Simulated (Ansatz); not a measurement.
**HgTe: response to strain**

Aim: deform HgTe (equal xx and yy strain of +2 %) and compute stress, forces and field gradients with LAPW, PAW and all-electron datasets made for the crystal.

Program: Ansatz 0.2.0. Level of theory: DFT LDA, scalar-relativistic. These are calculated values, not measurements.

## 1. The starting structure

The structure is cubic, space group F-43m (No. 216). The conventional cell has a = 6.447 Å, b = 6.447 Å, c = 6.447 Å, α = 90.00°, β = 90.00°, γ = 90.00°. Hg (site symmetry -43m) is surrounded by 4 Te at 2.79 Å. Te (site symmetry -43m) has 4 Hg at 2.79 Å as nearest neighbours.

Structure file:

```
Hg Te
1.0
     0.00000    3.22350    3.22350
     3.22350    0.00000    3.22350
     3.22350    3.22350    0.00000
Hg Te
1 1
Cartesian
  0.0000 0.0000 0.0000
  4.8353 4.8353 4.8353
```

Atoms are numbered in the order of the input: Hg1, Te2.

## 2. After the deformation

Space group F-43m before, I-4m2 after.

## 3. Full-potential LAPW

The input, input.yaml:

```yaml
crystal:
  lattice:
    - [0.0, 3.28797, 3.2235]
    - [3.28797, 0.0, 3.2235]
    - [3.28797, 3.28797, 0.0]
  atoms:
    - { symbol: Hg, position: [0.0, 0.0, 0.0] }
    - { symbol: Te, position: [0.75, 0.75, 0.75] }
kpoints:
  mp_grid: { grid: [11, 11, 11] }
  band_path:
    path:
      - [0.0, 0.0, 0.0]
      - [0.0, 0.5, 0.5]
      - [0.25, 0.75, 0.5]
      - [0.0, 0.5, 0.0]
      - [0.0, 0.0, 0.0]
      - [0.5, 0.5, 0.0]
      - [0.38005, 0.61995, 0.0]
      - [-0.38005, 0.38005, 0.0]
      - [0.0, 0.0, 0.0]
    npoints: 5
scf:
  occupations: { method: fermi_dirac, width: 0.03 }
hamiltonian:
  xc: lda
  pseudopotentials: { kind: all_electron, lapw: { basis_error: 0.0005 } }
output:
  forces: true
  stress: true
  eigenvalues: true
```

Started as:

```bash
> ansatz run input.yaml --threads 1 --pin off --max-ram 3072MiB --backend cpu --events-out ev --progress --plain --runs-dir out
```

## 4. Frozen-core PAW

The input, input.yaml:

```yaml
crystal:
  lattice:
    - [0.0, 3.28797, 3.2235]
    - [3.28797, 0.0, 3.2235]
    - [3.28797, 3.28797, 0.0]
  atoms:
    - { symbol: Hg, position: [0.0, 0.0, 0.0] }
    - { symbol: Te, position: [0.75, 0.75, 0.75] }
kpoints:
  mp_grid: { grid: [11, 11, 11] }
scf:
  occupations: { method: fermi_dirac, width: 0.03 }
hamiltonian:
  xc: lda
  pseudopotentials: { kind: paw }
output:
  forces: true
  stress: true
  eigenvalues: true
  efg: { contact_densities: true }
```

## 5. Datasets made for this crystal

input.yaml, as its differences from that of step 4:

```diff
@@ -14,3 +14,3 @@
   xc: lda
-  pseudopotentials: { kind: paw }
+  pseudopotentials: { kind: all_electron, datasets: crystal }
 output:
```

(Steps that only read results are left out.)

Before running it: what results should come out? Wanted: pressure; largest shear or deviatoric stress.

As calculated:

| quantity | value |
| --- | --- |
| pressure | LAPW -1.91, PAW -1.92, crystal datasets -1.91 GPa |
| largest shear or deviatoric stress (LAPW) | 0.23 GPa |

What this shows: The largest part of the stress beyond the pressure is 0.23 GPa in size, in the zz component; the atoms are carried along and not relaxed. No run of the undeformed cell stands beside it, so the pressure holds what the given cell had before the change. PAW: stress within 0.01 GPa of LAPW. Crystal datasets: stress within 0.01 GPa of LAPW. Spin-orbit coupling is left out, though the cell holds Hg; in elements this heavy it can shift bands and gaps by tenths of an eV.
